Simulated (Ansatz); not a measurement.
## KMgF$_{3}$: experiment and calculation

**Experimental background.**

From “High-pressure structural, elastic and electronic properties of the scintillator host material, KMgF3”, 2007, arxiv:cond-mat/0703621, for a powder of KMgF3: bulk modulus 71.2 ± 0.2 GPa.

The results are compared with them further down.

All numbers below come from Ansatz 0.2.0, DFT PBE, scalar-relativistic, plane waves, PAW.

Settings: cutoff 420 eV, Γ-centred mesh 6×6×6 on the computed 5-atom cell, Gaussian smearing of 0.02 eV; no spin polarisation.

Relaxed structure, symmetry kept:

```cif
data_structure
_symmetry_space_group_name_H-M 'Pm-3m'
_symmetry_Int_Tables_number 221
_cell_length_a 4.0542
_cell_length_b 4.0542
_cell_length_c 4.0542
_cell_angle_alpha 90.000
_cell_angle_beta 90.000
_cell_angle_gamma 90.000
_cell_volume 66.64
loop_
_atom_site_label
_atom_site_type_symbol
_atom_site_symmetry_multiplicity
_atom_site_Wyckoff_symbol
_atom_site_fract_x
_atom_site_fract_y
_atom_site_fract_z
_atom_site_occupancy
K1 K 1 b 0.50000 0.50000 0.50000 1
Mg1 Mg 1 a 0.00000 0.00000 0.00000 1
F1 F 3 d 0.50000 0.00000 0.00000 1
```

* Space group: Pm-3m (No. 221)
* Volume per atom: 13.33 Å³
* Formation energy from the elements' standard states (uncorrected): -3.274 eV/atom
* Kohn–Sham band gap: 6.96 eV, indirect from R to Γ
* Löwdin character of the top 1 eV of the valence band: F 2p 99 %
* Löwdin character of the lowest 1 eV of the conduction band: K 4s 51 %, Mg 3s 23 %, F 2s 19 %
* Electron masses at the edge by Cartesian direction of the standard setting (m_e; degenerate bands sorted by energy; no spin-orbit coupling): x: 0.52; y: 0.52; z: 0.52
* Hole masses at the edge by Cartesian direction of the standard setting (m_e; degenerate bands sorted by energy; no spin-orbit coupling): x: over 30, 1.8, 1.8; y: over 30, 1.8, 1.8; z: over 30, 1.8, 1.8
* Bulk modulus: 66 GPa
* Its pressure derivative: 4.4
* Electronic dielectric constant xx, yy, zz of the standard setting (independent particles): 2.1, 2.1, 2.1
* Bader charges (e): K (1 in the cell) 0.88, Mg (1 in the cell) 1.77, F (3 in the cell) -0.88

Against the measured bulk modulus of KMgF3, 71.2 GPa (powder; the paper above), the calculated 66 GPa is off by -6.8 %. The calculation is for 0 K without zero-point motion.

Symmetry holds off the tilts and polar distortions that many cubic perovskites undergo.